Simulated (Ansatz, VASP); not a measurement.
Two plane-wave programs on Si2Ni

```
Si Ni
1.0
     0.00000    2.69750    2.69750
     2.69750    0.00000    2.69750
     2.69750    2.69750    0.00000
Si Ni
2 1
Cartesian
  1.3488 1.3488 1.3488
  4.0463 4.0463 4.0463
  0.0000 0.0000 0.0000
```

Alike in both runs: task single point; functional LDA; k mesh 12 × 12 × 12; occupations gaussian, width 0.05 eV; no spin polarisation.

|  | VASP | Ansatz |
| --- | --- | --- |
| version | VASP 6.6.1 | Ansatz 0.2.0 |
| potentials or method | VASP PAW LDA potentials, release 64 (Si, Ni) | scalar-relativistic, plane waves, PAW |
| plane-wave cutoff (eV) | 520 | 420 |
| valence electrons in the cell | 18 | 26 |

|  | VASP | Ansatz | Ansatz less VASP |
| --- | --- | --- | --- |
| gap on the k mesh at the Fermi level (eV) | none | none | - |
| pressure (GPa) | -3.9 | -4.1 | -0.20 |

A gap of «none» marks a metal or a gap that the smearing closes. The two sets of potentials don't hold the same shells in valence.

Spin polarisation is off, so any magnetic state and its effect on volume and gap are missing.
